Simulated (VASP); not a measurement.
# PbF2 (I4mm) in VASP: notebook

One crystal, PbF2, is run at these levels: LDA; tasks: single point.

All numbers are computed with VASP 6.6.1; they aren't measurements. Logs are shortened: lines on timing, memory, paths and dates and some standing lists are left out, and cuts for length are marked.

## (1) The cell of the first run

It takes space group I4mm (No. 107, tetragonal). The conventional cell has a = 4.200 Å, b = 4.200 Å, c = 5.940 Å, α = 90.00°, β = 90.00°, γ = 90.00°. Around Pb (site symmetry 4mm) lie 4 F at 2.38 Å. F (site symmetry 2mm) has 2 Pb at 2.38 Å as nearest neighbours.

Measurements of this composition are mostly on another form, of space group No. 62.

## (2) Single point, LDA

Input file INCAR:

```
  ALGO = Normal
  EDIFF = 1E-6
  ENCUT = 520
  GGA = CA
  ISIF = 2
  ISMEAR = 0
  LASPH = T
  LCHARG = F
  LREAL = F
  LWAVE = F
  NBANDS = 21
  NELM = 100
  PREC = Accurate
  SIGMA = 0.05
```

Input file KPOINTS:

```
k-points
0
Gamma
  8 8 8
```

Input file POSCAR:

```
PbF2
1.0
    0.0000000000      2.9698500000      2.9698500000
    2.9698500000      0.0000000000      2.9698500000
    2.9698500000      2.9698500000      0.0000000000
Pb F
1 2
Direct
    0.0000000000      0.0000000000      0.0000000000
    0.1868654983      0.1868654983      0.3131345017
    0.6868654983      0.6868654983      0.8131345017
```

Potentials or basis: VASP PAW LDA potentials, release 64 (Pb_d, F).

Launch:

```bash
$ cat potpaw_LDA.64/Pb_d/POTCAR potpaw_LDA.64/F/POTCAR > POTCAR
$ mpirun -np 1 vasp_std > vasp.out
```

OUTCAR:

```text
EDIFF = 1E-6
   ENCUT = 520
   GGA = CA
   ISIF = 2
   ISMEAR = 0
   LASPH = T
   LREAL = F
   NELM = 100
   PREC = Accurate

 ion  position               nearest neighbor table
   1  0.000  0.000  0.000-   3 2.38   3 2.38   2 2.38   2 2.38   3 2.81   3 2.81   2 2.81   2 2.81

   2  0.187  0.187  0.313-   1 2.38   1 2.38   1 2.81   1 2.81
   3  0.687  0.687  0.813-   1 2.38   1 2.38   1 2.81   1 2.81

  LATTYP: Found a face centered cubic cell.
 ALAT       =     5.9397000000

  Lattice vectors:

 A1 = (   0.0000000000,   2.9698500000,   2.9698500000)
 A2 = (   2.9698500000,   0.0000000000,   2.9698500000)
 A3 = (   2.9698500000,   2.9698500000,   0.0000000000)

Analysis of symmetry for initial positions (statically):
=====================================================================
 Subroutine PRICEL returns:
 Original cell was already a primitive cell.

 Routine SETGRP: Setting up the symmetry group for a
 face centered cubic supercell.

 Subroutine GETGRP returns: Found  8 space group operations
 (whereof  8 operations were pure point group operations)
 out of a pool of 48 trial point group operations.

The static configuration has the point symmetry C_4v.

Analysis of symmetry for dynamics (positions and initial velocities):
=====================================================================
 Subroutine PRICEL returns:
 Original cell was already a primitive cell.

 Routine SETGRP: Setting up the symmetry group for a
 face centered cubic supercell.

 Subroutine GETGRP returns: Found  8 space group operations
 (whereof  8 operations were pure point group operations)
 out of a pool of 48 trial point group operations.

The dynamic configuration has the point symmetry C_4v.

 Subroutine INISYM returns: Found  8 space group operations
 (whereof  8 operations are pure point group operations),
 and found     1 'primitive' translations

----------------------------------------------------------------------------------------

                                     Primitive cell

  volume of cell :      52.3882

  direct lattice vectors                    reciprocal lattice vectors
     0.000000000  2.969850000  2.969850000    -0.168358671  0.168358671  0.168358671
     2.969850000  0.000000000  2.969850000     0.168358671 -0.168358671  0.168358671
     2.969850000  2.969850000  0.000000000     0.168358671  0.168358671 -0.168358671

  length of vectors
     4.200002148  4.200002148  4.200002148     0.291605773  0.291605773  0.291605773

  position of ions in fractional coordinates (direct lattice)
     0.000000000  0.000000000  0.000000000
     0.186865498  0.186865498  0.313134502
     0.686865498  0.686865498  0.813134502

  ion indices of the primitive-cell ions
   primitive index   ion index
                 1           1
                 2           2
                 3           3

----------------------------------------------------------------------------------------

 KPOINTS: k-points

Automatic generation of k-mesh.
 Grid dimensions read from file:
 generate k-points for:    8    8    8

 Generating k-lattice:

  Cartesian coordinates                     Fractional coordinates (reciprocal lattice)
    -0.021044834  0.021044834  0.021044834     0.125000000  0.000000000  0.000000000
     0.021044834 -0.021044834  0.021044834     0.000000000  0.125000000  0.000000000
     0.021044834  0.021044834 -0.021044834     0.000000000  0.000000000  0.125000000

  Length of vectors
     0.036450722  0.036450722  0.036450722

  Shift w.r.t. Gamma in fractional coordinates (k-lattice)
     0.000000000  0.000000000  0.000000000

 Subroutine IBZKPT returns following result:
 ===========================================

 Found     59 irreducible k-points:

 Following reciprocal coordinates:
            Coordinates               Weight
  0.000000  0.000000  0.000000      1.000000
  0.125000  0.000000  0.000000      8.000000
  0.250000  0.000000  0.000000      8.000000
  0.375000  0.000000  0.000000      8.000000
  0.500000  0.000000  0.000000      4.000000
  0.125000  0.125000  0.000000      2.000000
[... 16 lines left out ...]
  0.000000  0.375000  0.250000     16.000000
  0.500000  0.250000  0.000000      8.000000
 [... further k-points ...]
   k-points           NKPTS =     59   k-points in BZ     NKDIM =     59   number of bands    NBANDS=     21
   number of dos      NEDOS =    301   number of ions     NIONS =      3
   total plane-waves  NPLWV =  32768
   dimension x,y,z NGX =    32 NGY =   32 NGZ =   32
   dimension x,y,z NGXF=    64 NGYF=   64 NGZF=   64
   ions per type =               1   2
   NGX,Y,Z   is equivalent  to a cutoff of  12.67, 12.67, 12.67 a.u.
   NGXF,Y,Z  is equivalent  to a cutoff of  25.33, 25.33, 25.33 a.u.
 SYSTEM =  unknown system
   PREC   = accura    normal or accurate (medium, high low for compatibility)
   ISTART =      0    job   : 0-new  1-cont  2-samecut
   ICHARG =      2    charge: 1-file 2-atom 10-const
   ISPIN  =      1    spin polarized calculation?
   LNONCOLLINEAR =      F non collinear calculations
   LSORBIT =      F    spin-orbit coupling
   LASPH  =      T    aspherical Exc in radial PAW
   ENCUT  =  520.0 eV  38.22 Ry    6.18 a.u.   7.81  7.81  7.81*2*pi/ulx,y,z
   NELM   =    100;   NELMIN=  2; NELMDL= -5     # of ELM steps
   EDIFF  = 0.1E-05   stopping-criterion for ELM
   LREAL  =      F    real-space projection
   EDIFFG = 0.1E-04   stopping-criterion for IOM
   NSW    =      0    number of steps for IOM
   IBRION =     -1    ionic relax: 0-MD 1-quasi-New 2-CG
   NFREE  =      0    steps in history (QN), initial steepest desc. (CG)
   ISIF   =      2    stress and relaxation
   ISYM   =      2    0-nonsym 1-usesym 2-fastsym
   POTIM  = 0.5000    time-step for ionic-motion
   TEBEG  =    0.0;   TEEND  =   0.0 temperature during run
   PSTRESS=    0.0 pullay stress
   NELECT =      28.0000    total number of electrons
   NUPDOWN=      -1.0000    fix difference up-down
   EMIN   =  10.00;   EMAX   =-10.00  energy-range for DOS
   EFERMI =   0.00;   METHOD = LEGACY
   ISMEAR =     0;   SIGMA  =   0.05  broadening in eV -4-tet -1-fermi 0-gaus
   EFERMI_NEDOS =   21; number of points for ismear=-14 and -15
   IALGO  =     38    algorithm
   IMIX   =      4    mixing-type and parameters
     AMIX     =   0.40;   BMIX     =  1.00
     AMIX_MAG =   1.60;   BMIX_MAG =  1.00
  volume/ion in A,a.u.               =      17.46       117.84
  Fermi-wavevector in a.u.,A,eV,Ry     =   1.328566  2.510625 24.015460  1.765086
  Thomas-Fermi vector in A             =   2.457794
   LORBIT       =      0    0 simple, 1 ext, 2 COOP (PROOUT), +10 PAW based schemes
   GGA     = CA    functional components
   LHFCALC =     F    Hartree Fock is set to
   AEXX    =    0.0000 exact exchange contribution
   IVDW    =     0    specifies the selected vdW correction
   LEPSILON=     F    determine dielectric tensor
   LRPA    =     F    only Hartree local field effects (RPA)
 non-spin polarized calculation
 Gauss-broadening in eV      SIGMA  =   0.05
  energy-cutoff  :      520.00
  volume of cell :       52.39
 maximum number of plane-waves:      1424
   NGX = 15   NGY = 15   NGZ = 15

 number of electron      28.0000010 magnetization

 Free energy of the ion-electron system (eV)
  ---------------------------------------------------
  ext. energy  EPLUGINS =         0.00000000
  ---------------------------------------------------
  free energy    TOTEN  =       -15.81276272 eV

  energy without entropy =      -15.81276272  energy(sigma->0) =      -15.81276272

 E-fermi :   1.8420     XC(G=0): -10.0115

 val. band max:        1.5727132243   @ k =   0.2500  -0.2500   0.5000
 cond. band min:       5.6445943039   @ k =   0.5000   0.5000   0.0000
 fundamental gap:      4.0718810796
 Fermi energy:         1.8419725075

 k-point     1 :       0.0000    0.0000    0.0000
  band No.  band energies     occupation
      1     -19.4114      2.00000
      2     -18.7951      2.00000
      3     -12.8570      2.00000
      4     -12.8570      2.00000
      5     -12.7809      2.00000
      6     -12.7251      2.00000
[... 13 lines left out ...]
     20      16.2580      0.00000
     21      17.7882      0.00000

 k-point     2 :       0.1250    0.0000    0.0000
  band No.  band energies     occupation
      1     -19.3799      2.00000
      2     -18.8199      2.00000
      3     -12.8505      2.00000
      4     -12.8475      2.00000
      5     -12.7800      2.00000
      6     -12.7258      2.00000
[... 13 lines left out ...]
     20      15.7794      0.00000
     21      17.5192      0.00000

 k-point     3 :       0.2500    0.0000    0.0000
  band No.  band energies     occupation
      1     -19.2976      2.00000
      2     -18.8837      2.00000
      3     -12.8368      2.00000
      4     -12.8166      2.00000
      5     -12.7757      2.00000
      6     -12.7256      2.00000
[... 13 lines left out ...]
     20      15.3012      0.00000
     21      16.6765      0.00000

 k-point     4 :       0.3750    0.0000    0.0000
  band No.  band energies     occupation
      1     -19.1919      2.00000
      2     -18.9697      2.00000
      3     -12.8265      2.00000
      4     -12.7890      2.00000
      5     -12.7532      2.00000
      6     -12.7217      2.00000
[... 13 lines left out ...]
     20      15.0312      0.00000
     21      15.7859      0.00000

 k-point     5 :       0.5000    0.0000    0.0000
  band No.  band energies     occupation
      1     -19.1112      2.00000
      2     -19.0410      2.00000
      3     -12.8235      2.00000
      4     -12.7844      2.00000
      5     -12.7307      2.00000
      6     -12.7188      2.00000
[... 13 lines left out ...]
     20      14.8998      0.00000
     21      15.4425      0.00000
[... 382 lines left out ...]
     20      16.4641      0.00000
     21      16.6738      0.00000

 k-point    22 :       0.3750    0.2500    0.0000
  band No.  band energies     occupation
      1     -19.2097      2.00000
      2     -18.9635      2.00000
      3     -12.8040      2.00000
      4     -12.8006      2.00000
      5     -12.7731      2.00000
      6     -12.7093      2.00000
[... 13 lines left out ...]
     20      16.6043      0.00000
     21      17.5705      0.00000

 k-point    23 :       0.0000    0.3750    0.2500
  band No.  band energies     occupation
      1     -19.1962      2.00000
      2     -18.9462      2.00000
      3     -12.8110      2.00000
      4     -12.7759      2.00000
      5     -12.7497      2.00000
      6     -12.7293      2.00000
[... 13 lines left out ...]
     20      16.5807      0.00000
     21      17.7717      0.00000

 k-point    24 :       0.5000    0.2500    0.0000
  band No.  band energies     occupation
      1     -19.1319      2.00000
      2     -19.0233      2.00000
      3     -12.7981      2.00000
      4     -12.7948      2.00000
      5     -12.7292      2.00000
      6     -12.7122      2.00000
[... 13 lines left out ...]
     20      16.6261      0.00000
     21      17.5804      0.00000

 [... further k-points ...]

------------------------ aborting loop because EDIFF is reached ----------------------------------------

  FORCE on cell =-STRESS in cart. coord.  units (eV):
  Direction    XX          YY          ZZ          XY          YZ          ZX
  --------------------------------------------------------------------------------------
  -------------------------------------------------------------------------------------
  Total       -0.6653609     -0.6653609     -0.4368612      0.0000000      0.0000000      0.0000000
  in kB      -20.3485895    -20.3485895    -13.3604331      0.0000000      0.0000000      0.0000000
  external PRESSURE =     -18.0192040 kB  Pullay stress =       0.0000000 kB

 VOLUME and BASIS-vectors are now :
 -----------------------------------------------------------------------------
  energy-cutoff  :      520.00
  volume of cell :       52.39
      direct lattice vectors                 reciprocal lattice vectors
     0.000000000  2.969850000  2.969850000    -0.168358671  0.168358671  0.168358671
     2.969850000  0.000000000  2.969850000     0.168358671 -0.168358671  0.168358671
     2.969850000  2.969850000  0.000000000     0.168358671  0.168358671 -0.168358671

 POSITION                                       TOTAL-FORCE (eV/Angst)
 -----------------------------------------------------------------------------------
      0.00000      0.00000      0.00000         0.000000      0.000000     -0.650439
      1.48493      1.48493      1.10993         0.000000      0.000000      0.325220
      4.45477      4.45477      4.07978         0.000000      0.000000      0.325220
 -----------------------------------------------------------------------------------
    total drift:                                0.000001      0.000001      0.000545

  FREE ENERGIE OF THE ION-ELECTRON SYSTEM (eV)
  ---------------------------------------------------
  free  energy   TOTEN  =       -15.8127627183 eV

  energy  without entropy=      -15.8127627183  energy(sigma->0) =      -15.81276272
```

It took 26 s on 1 thread of Intel Xeon Platinum 8488C (Sapphire Rapids), shared host; peak memory 0.19 GiB.

Results:

* Free energy: -15.8128 eV
* Pressure: -1.8 GPa
* Largest force: 0.650 eV/Å
* Band gap on the k mesh: 4.07 eV, indirect (least direct gap 4.46 eV)

Forces on the atoms (eV/Å):
```
Pb   0.000  0.000 -0.650
F    0.000  0.000  0.325
F    0.000  0.000  0.325
```

Caveat: spin-orbit coupling is left out, which as a rule narrows the gap of such compounds by several tenths of an eV. A k mesh can miss the band edges.

(Part 1 of 2 ends here.)
